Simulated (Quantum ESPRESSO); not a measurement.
## Ir in Quantum ESPRESSO: the effect of target pressure

Ir:

```
Ir
1.0
     0.00000    1.91560    1.91560
     1.91560    0.00000    1.91560
     1.91560    1.91560    0.00000
Ir
1
Direct
  0.00000 0.00000 0.00000
```

Alike in all runs:

| Item | Value |
| --- | --- |
| Program | Quantum ESPRESSO 7.5 |
| Task | phonons |
| Functional | LDA |
| Potentials or basis | PseudoDojo 0.4.1 SR LDA standard |
| Cutoff | 762 eV |
| Density cutoff | 3048 eV |
| k mesh | 12 × 12 × 12 |
| Occupations | cold, width 0.2 eV |
| Spin | no spin polarisation |

Each run relaxes the cell or the atoms first.

```tsv
target pressure	relaxed volume (Å³/atom)	highest phonon frequency (cm⁻¹)
0 GPa	?	?
2 GPa	13.69	214
5 GPa	13.60	218
10 GPa	13.45	224
15 GPa	13.31	231
```

What does the run with target pressure 0 GPa give?

Relaxed volume 13.76 Å³/atom; highest phonon frequency 211 cm⁻¹.

Worked out: In Murnaghan's law V^(-B') rises as a straight line in P. The other rows fit best with B' = 2.9, V0 = 13.75 Å³/atom and B0 = 436 GPa, which gives 13.75 Å³/atom at 0 GPa, against the run's 13.76. A straight line through the other rows of the highest phonon frequency, of slope 1.3 cm⁻¹ per GPa, extrapolates to 211 cm⁻¹, against the run's 211.

Caveats: the cell is more than 3 GPa from zero pressure, which shifts response properties (some runs).

Runs at the PBE level aren't shown here.
